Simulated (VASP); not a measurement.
# Cr in VASP: work function with PBE

Aim: the work function of Cr with PBE.

All numbers are computed with VASP 6.6.1; they aren't measurements. Logs are shortened: lines on timing, memory, paths and dates and some standing lists are left out, and cuts for length are marked.

**1. The cell of the first run**

The cell holds a slab with vacuum, 6 atoms: a = 2.602 Å, b = 2.602 Å, c = 24.200 Å, α = 90.00°, β = 90.00°, γ = 90.00°.

The slab is cut from a database's or a generator's crystal, which needn't be the stable form of the element.

**2. Work function, PBE, collinear spin, ferromagnetic start (the (1 0 0) slab of Cr, cut from the database cell, not relaxed)**

Input file INCAR:

```
  PREC = Accurate
  ENCUT = 520
  EDIFF = 1E-7
  ISMEAR = 0
  SIGMA = 0.05
  LREAL = F
  LASPH = T
  NELM = 120
  ALGO = Normal
  ISIF = 2
  LWAVE = F
  LCHARG = T
  ISPIN = 2
  MAGMOM = 3 3 3 3 3 3
  LORBIT = 11
  LMAXMIX = 4
  LDIPOL = T
  IDIPOL = 3
  DIPOL = 0.5 0.5 0.500
  GGA = PE
  LELF = T
  LVHAR = T
  LVACPOTAV = T
```

Input file KPOINTS:

```
regular mesh
0
Gamma
  10 10 1
```

Input file POSCAR:

```
Cr
1.0
    2.6021529548      0.0000000000      0.0000000000
    0.0000000000      2.6021529548      0.0000000000
    0.0000000000      0.0000000000     24.2000000000
Cr
6
Direct
    0.5000000000      0.5000000000      0.3099173554
    0.0000000000      0.0000000000      0.3859504132
    0.5000000000      0.5000000000      0.4619834711
    0.0000000000      0.0000000000      0.5380165289
    0.5000000000      0.5000000000      0.6140495868
    0.0000000000      0.0000000000      0.6900826446
```

Potentials or basis: VASP PAW PBE potentials, release 64 (Cr_pv).

Run with:

```bash
> cat potpaw_PBE.64/Cr_pv/POTCAR > POTCAR
> mpirun -np 1 vasp_std > vasp.out
```

OUTCAR:

```text
PREC = Accurate
   ENCUT = 520
   EDIFF = 1E-7
   ISMEAR = 0
   LREAL = F
   LASPH = T
   NELM = 120
   ISIF = 2
   ISPIN = 2
   LORBIT = 11
   GGA = PE

 ion  position               nearest neighbor table
   1  0.500  0.500  0.310-   2 2.60   2 2.60   2 2.60   2 2.60
   2  0.000  0.000  0.386-   1 2.60   1 2.60   1 2.60   1 2.60   3 2.60   3 2.60   3 2.60   3 2.60

   3  0.500  0.500  0.462-   4 2.60   4 2.60   4 2.60   4 2.60   2 2.60   2 2.60   2 2.60   2 2.60

   4  0.000  0.000  0.538-   3 2.60   3 2.60   3 2.60   3 2.60   5 2.60   5 2.60   5 2.60   5 2.60

   5  0.500  0.500  0.614-   6 2.60   6 2.60   6 2.60   6 2.60   4 2.60   4 2.60   4 2.60   4 2.60

   6  0.000  0.000  0.690-   5 2.60   5 2.60   5 2.60   5 2.60

  LATTYP: Found a simple tetragonal cell.
 ALAT       =     2.6021529548
 C/A-ratio  =     9.2999913611

  Lattice vectors:

 A1 = (   2.6021529548,   0.0000000000,   0.0000000000)
 A2 = (   0.0000000000,   2.6021529548,   0.0000000000)
 A3 = (   0.0000000000,   0.0000000000,  24.2000000000)

Analysis of symmetry for initial positions (statically):
=====================================================================
 Subroutine PRICEL returns:
 Original cell was already a primitive cell.

 Routine SETGRP: Setting up the symmetry group for a
 simple tetragonal supercell.

 Subroutine GETGRP returns: Found 16 space group operations
 (whereof  8 operations were pure point group operations)
 out of a pool of 16 trial point group operations.

The static configuration has the point symmetry C_4v.
 The point group associated with its full space group is D_4h.

Analysis of symmetry for dynamics (positions and initial velocities):
=====================================================================
 Subroutine PRICEL returns:
 Original cell was already a primitive cell.

 Routine SETGRP: Setting up the symmetry group for a
 simple tetragonal supercell.

 Subroutine GETGRP returns: Found 16 space group operations
 (whereof  8 operations were pure point group operations)
 out of a pool of 16 trial point group operations.

The dynamic configuration has the point symmetry C_4v.
 The point group associated with its full space group is D_4h.

Analysis of structural, dynamic, and magnetic symmetry:
=====================================================================
 Subroutine PRICEL returns:
 Original cell was already a primitive cell.

 Routine SETGRP: Setting up the symmetry group for a
 simple tetragonal supercell.

 Subroutine GETGRP returns: Found 16 space group operations
 (whereof  8 operations were pure point group operations)
 out of a pool of 16 trial point group operations.

The overall configuration has the point symmetry C_4v.
 The point group associated with its full space group is D_4h.

 Subroutine INISYM returns: Found 16 space group operations
 (whereof  8 operations are pure point group operations),
 and found     1 'primitive' translations

----------------------------------------------------------------------------------------

                                     Primitive cell

  volume of cell :     163.8630

  direct lattice vectors                    reciprocal lattice vectors
     2.602152955  0.000000000  0.000000000     0.384297164  0.000000000  0.000000000
     0.000000000  2.602152955  0.000000000     0.000000000  0.384297164  0.000000000
     0.000000000  0.000000000 24.200000000     0.000000000  0.000000000  0.041322314

  length of vectors
     2.602152955  2.602152955 24.200000000     0.384297164  0.384297164  0.041322314

  position of ions in fractional coordinates (direct lattice)
     0.500000000  0.500000000  0.309917355
     0.000000000  0.000000000  0.385950413
     0.500000000  0.500000000  0.461983471
     0.000000000  0.000000000  0.538016529
     0.500000000  0.500000000  0.614049587
     0.000000000  0.000000000  0.690082645

  ion indices of the primitive-cell ions
   primitive index   ion index
                 1           1
                 2           2
                 3           3
                 4           4
                 5           5
                 6           6

[... 53 lines left out ...]
   dimension x,y,z NGXF=    40 NGYF=   40 NGZF=  360
   ions per type =               6
   NGX,Y,Z   is equivalent  to a cutoff of  12.78, 12.78, 12.37 a.u.
   NGXF,Y,Z  is equivalent  to a cutoff of  25.56, 25.56, 24.73 a.u.
 SYSTEM =  unknown system
   PREC   = accura    normal or accurate (medium, high low for compatibility)
   ISTART =      0    job   : 0-new  1-cont  2-samecut
   ICHARG =      2    charge: 1-file 2-atom 10-const
   ISPIN  =      2    spin polarized calculation?
   LNONCOLLINEAR =      F non collinear calculations
   LSORBIT =      F    spin-orbit coupling
   LASPH  =      T    aspherical Exc in radial PAW
   ENCUT  =  520.0 eV  38.22 Ry    6.18 a.u.   4.84  4.84 45.00*2*pi/ulx,y,z
   NELM   =    120;   NELMIN=  2; NELMDL= -5     # of ELM steps
   EDIFF  = 0.1E-06   stopping-criterion for ELM
   LREAL  =      F    real-space projection
   EDIFFG = 0.1E-05   stopping-criterion for IOM
   NSW    =      0    number of steps for IOM
   IBRION =     -1    ionic relax: 0-MD 1-quasi-New 2-CG
   NFREE  =      0    steps in history (QN), initial steepest desc. (CG)
   ISIF   =      2    stress and relaxation
   ISYM   =      2    0-nonsym 1-usesym 2-fastsym
   POTIM  = 0.5000    time-step for ionic-motion
   TEBEG  =    0.0;   TEEND  =   0.0 temperature during run
   PSTRESS=    0.0 pullay stress
   NELECT =      72.0000    total number of electrons
   NUPDOWN=      -1.0000    fix difference up-down
   EMIN   =  10.00;   EMAX   =-10.00  energy-range for DOS
   EFERMI =   0.00;   METHOD = LEGACY
   ISMEAR =     0;   SIGMA  =   0.05  broadening in eV -4-tet -1-fermi 0-gaus
   EFERMI_NEDOS =   21; number of points for ismear=-14 and -15
   IALGO  =     38    algorithm
   IMIX   =      4    mixing-type and parameters
     AMIX     =   0.40;   BMIX     =  1.00
     AMIX_MAG =   1.60;   BMIX_MAG =  1.00
  volume/ion in A,a.u.               =      27.31       184.30
  Fermi-wavevector in a.u.,A,eV,Ry     =   1.244587  2.351929 21.075387  1.548997
  Thomas-Fermi vector in A             =   2.378847
   LORBIT       =     11    0 simple, 1 ext, 2 COOP (PROOUT), +10 PAW based schemes
   GGA     = PE    functional components
   LHFCALC =     F    Hartree Fock is set to
   AEXX    =    0.0000 exact exchange contribution
   IVDW    =     0    specifies the selected vdW correction
   LEPSILON=     F    determine dielectric tensor
   LRPA    =     F    only Hartree local field effects (RPA)
 spin polarized calculation
 Gauss-broadening in eV      SIGMA  =   0.05
  energy-cutoff  :      520.00
  volume of cell :      163.86
 maximum number of plane-waves:      4444
 NGX is ok and might be reduce to    20
   NGX =  9   NGY =  9   NGZ = 89

 number of electron      72.0000026 magnetization      10.3151506

 dipolmoment           0.000000      0.000000     -0.000000 electrons x Angstroem

 number of electron      72.0000026 magnetization       5.0216813

 dipolmoment           0.000000      0.000000      0.000000 electrons x Angstroem

 Free energy of the ion-electron system (eV)
  ---------------------------------------------------
  ext. energy  EPLUGINS =         0.00000000
  ---------------------------------------------------
  free energy    TOTEN  =       -51.98855888 eV

  energy without entropy =      -51.97575262  energy(sigma->0) =      -51.98215575

 E-fermi :   2.4880     XC(G=0):  -6.9226

 val. band max:        2.4860366492   @ k =   0.5000   0.1000   0.0000
 cond. band min:       2.5034266541   @ k =   0.2000   0.0000   0.0000
 fundamental gap:      0.0173900049
 Fermi energy:         2.4879615804

 spin component 1

 k-point     1 :       0.0000    0.0000    0.0000
  band No.  band energies     occupation
      1     -41.4336      1.00000
      2     -41.4335      1.00000
      3     -41.1198      1.00000
      4     -41.1198      1.00000
      5     -41.1198      1.00000
      6     -41.1198      1.00000
[... 1060 lines left out ...]
     47       5.1065      0.00000
     48       5.1065      0.00000
 Fermi energy:         2.4879615804

 spin component 2

 k-point     1 :       0.0000    0.0000    0.0000
  band No.  band energies     occupation
      1     -40.6194      1.00000
      2     -40.5341      1.00000
      3     -40.2944      1.00000
      4     -40.2755      1.00000
      5     -40.2755      1.00000
      6     -40.2563      1.00000
[... 1060 lines left out ...]
     47       6.3912      0.00000
     48       6.3912      0.00000
 [bands above 48 left out]

------------------------ aborting loop because EDIFF is reached ----------------------------------------

  FORCE on cell =-STRESS in cart. coord.  units (eV):
  Direction    XX          YY          ZZ          XY          YZ          ZX
  --------------------------------------------------------------------------------------
  -------------------------------------------------------------------------------------
  Total       -3.6954054     -3.6954054     -5.0967342      0.0000000      0.0000000     -0.0000000
  in kB      -36.1319724    -36.1319724    -49.8335192      0.0000000      0.0000000     -0.0000000
  external PRESSURE =     -40.6991546 kB  Pullay stress =       0.0000000 kB

 VOLUME and BASIS-vectors are now :
 -----------------------------------------------------------------------------
  energy-cutoff  :      520.00
  volume of cell :      163.86
      direct lattice vectors                 reciprocal lattice vectors
     2.602152955  0.000000000  0.000000000     0.384297164  0.000000000  0.000000000
     0.000000000  2.602152955  0.000000000     0.000000000  0.384297164  0.000000000
     0.000000000  0.000000000 24.200000000     0.000000000  0.000000000  0.041322314

 POSITION                                       TOTAL-FORCE (eV/Angst)
 -----------------------------------------------------------------------------------
      1.30108      1.30108      7.50000         0.000000      0.000000      0.843648
      0.00000      0.00000      9.34000        -0.000000     -0.000000     -0.478247
      1.30108      1.30108     11.18000         0.000000     -0.000000     -0.041944
      0.00000      0.00000     13.02000        -0.000000     -0.000000      0.041944
      1.30108      1.30108     14.86000         0.000000     -0.000000      0.478247
      0.00000      0.00000     16.70000        -0.000000     -0.000000     -0.843648
 -----------------------------------------------------------------------------------
    total drift:                               -0.000000      0.000000      0.000000

  FREE ENERGIE OF THE ION-ELECTRON SYSTEM (eV)
  ---------------------------------------------------
  free  energy   TOTEN  =       -51.9885588819 eV

  energy  without entropy=      -51.9757526175  energy(sigma->0) =      -51.98215575

 vacuum level on the upper side and lower side of the slab         6.434         6.434

 total charge

# of ion       s       p       d       tot
------------------------------------------
    1        0.391   6.218   4.141  10.750
    2        0.422   6.347   4.147  10.916
    3        0.422   6.351   4.143  10.916
    4        0.422   6.351   4.143  10.916
    5        0.422   6.347   4.147  10.916
    6        0.391   6.218   4.141  10.750
--------------------------------------------------
tot          2.470  37.832  24.862  65.164

 magnetization (x)

# of ion       s       p       d       tot
------------------------------------------
    1        0.033   0.049   2.325   2.406
    2       -0.011  -0.010  -0.130  -0.151
    3        0.003   0.003  -0.032  -0.026
    4        0.003   0.003  -0.032  -0.026
    5       -0.011  -0.010  -0.130  -0.151
    6        0.033   0.049   2.325   2.406
--------------------------------------------------
tot          0.049   0.083   4.326   4.458
```

Wall time 23 min (1 thread of Intel Xeon Platinum 8488C (Sapphire Rapids), shared host); peak memory 0.46 GiB.

Results:

| Quantity | Value |
| --- | --- |
| Free energy | -51.9886 eV |
| Largest force | 0.844 eV/Å |
| Band gap on the k mesh | none (metal or under the smearing width) |
| Net moment | 5.02 μB per cell |
| Site moments | Cr +2.41, -0.15, -0.03 μB |
| Valence electrons inside the program's atomic spheres | Cr 10.75, 10.92 |
| Work function of the upper face | 3.95 eV |
| Work function of the lower face | 3.95 eV |

Forces in eV/Å, atoms in the order of the input:
```
Cr   0.000  0.000  0.844
Cr   0.000  0.000 -0.478
Cr   0.000  0.000 -0.042
Cr   0.000  0.000  0.042
Cr   0.000  0.000  0.478
Cr   0.000  0.000 -0.844
```

Levels at points of the mesh, in eV from the Fermi level:
Spin up:
```csv
k point,band 37,band 38,band 39,band 40,band 41,band 42
"(0.00, 0.00, 0.00)",0.13,0.13,0.27,0.53,0.74,0.74
"(0.50, 0.00, 0.00)",-0.48,-0.48,0.04,0.04,0.25,0.25
"(0.50, 0.50, 0.00)",1.43,1.43,1.55,1.55,1.65,1.65
```
Spin down:
```csv
k point,band 32,band 33,band 34,band 35,band 36,band 37
"(0.00, 0.00, 0.00)",-0.24,-0.02,0.14,0.17,0.17,0.71
"(0.50, 0.00, 0.00)",-0.41,-0.04,-0.04,0.02,0.02,0.19
"(0.50, 0.50, 0.00)",-0.22,1.07,1.07,1.41,1.41,2.00
```
